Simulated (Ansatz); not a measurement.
InAs:

```
In As
1.0
     0.00000    3.01800    3.01800
     3.01800    0.00000    3.01800
     3.01800    3.01800    0.00000
In As
1 1
Cartesian
  0.0000 0.0000 0.0000
  4.5270 4.5270 4.5270
```

Program: Ansatz 0.2.0. Alike in all runs: cell as given. Hardware: 1 thread of Arm Neoverse V1, on a shared host.

Order these runs on this cell by their wall time, lowest first.
A. task single point; level PBE; potentials or basis all-electron LAPW, scalar-relativistic; spin off; k mesh 8 × 8 × 8; cutoff (eV) 283; smearing gaussian 0.017 eV; basis error allowed 0.001 eV/atom; mesh quality not flagged
B. task band structure; level LDA; potentials or basis all-electron LAPW, relativistic spinors; spin SOC, no magnetisation; k mesh 6 × 6 × 6; cutoff (eV) 283; smearing fermi-dirac 0.05 eV; basis error allowed 0.001 eV/atom; mesh quality coarse
C. task single point; level PBE; potentials or basis all-electron LAPW, scalar-relativistic; spin off; k mesh 5 × 5 × 5; cutoff (eV) 261; smearing fermi-dirac 0.04 eV; basis error allowed 0.002 eV/atom; mesh quality coarse

C (6.4 s), A (16 s), B (89 s).

Caveats: some runs use coarse meshes; the k mesh is thin for a metal, which can move the energy by tens of meV per atom (some runs).

Not every run made on this cell is shown here.
